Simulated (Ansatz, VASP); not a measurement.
**MgS: VASP beside Ansatz**

Contents of INCAR:

```
PREC = Accurate
ENCUT = 520
EDIFF = 1E-7
ISMEAR = 0
SIGMA = 0.1
LREAL = False
LASPH = True
NELM = 100
ALGO = Normal
ISIF = 2
LWAVE = False
LCHARG = False
GGA = CA
NBANDS = 16
```

KPOINTS

```
Automatic mesh
0
Gamma
  4 4 4
```

File POSCAR:

```
MgS
1.0
    3.9554811115      0.0000000000      0.0000000000
    0.0000000000      5.5938950236      0.0000000000
    0.0000000000      0.0000000000      3.9554811227
Mg S
2 2
Direct
    0.0000000000      0.0000000000      0.0000000000
    0.5000000000      0.5000000000      0.4999970000
    0.5000000000      0.2500000000      0.0000000000
    0.0000000000      0.7500000000      0.4999970000
```

Input for Ansatz:

```yaml
crystal:
  lattice:
    - [3.9554811115, 0.0, 0.0]
    - [0.0, 5.5938950236, 0.0]
    - [0.0, 0.0, 3.9554811227]
  atoms:
    - { symbol: Mg, position: [0.0, 0.0, 0.0] }
    - { symbol: S, position: [0.5, 0.25, 0.0] }
    - { symbol: Mg, position: [0.5, 0.5, 0.499997] }
    - { symbol: S, position: [0.0, 0.75, 0.499997] }
basis:
  ecutwfc: 420
kpoints:
  mp_grid: { grid: [4, 4, 4] }
hamiltonian:
  xc: lda
  pseudopotentials: { kind: paw, azcp: { folder: soft_1 } }
scf:
  occupations: { method: gaussian, width: 0.1 }
output:
  forces: true
  stress: true
  eigenvalues: true
```

The cell was built by a generator and needn't be a form met in nature.

Alike in both runs: task single point; functional LDA; k mesh 4 × 4 × 4; occupations gaussian, width 0.1 eV; no spin polarisation.

|  | VASP | Ansatz |
| --- | --- | --- |
| version | VASP 6.6.1 | Ansatz 0.2.0 |
| potentials or method | VASP PAW LDA potentials, release 64 (Mg, S) | scalar-relativistic, plane waves, PAW |
| plane-wave cutoff (eV) | 520 | 420 |
| valence electrons in the cell | 16 | 32 |

|  | VASP | Ansatz | Ansatz less VASP |
| --- | --- | --- | --- |
| gap on the k mesh at the Fermi level (eV) | 3.37 | 3.36 | -0.012 |
| least direct gap on the mesh (eV) | 3.37 | 3.36 | -0.012 |
| pressure (GPa) | -0.3 | 0.0 | +0.34 |

The two sets of potentials don't hold the same shells in valence. Ansatz warned: «pseudo_functional_mismatch».

Caveats: the real-space grid breaks the cell's symmetry a little (VASP). As with any semilocal functional, this LDA gap is likely too small. A k mesh can miss the band edges.
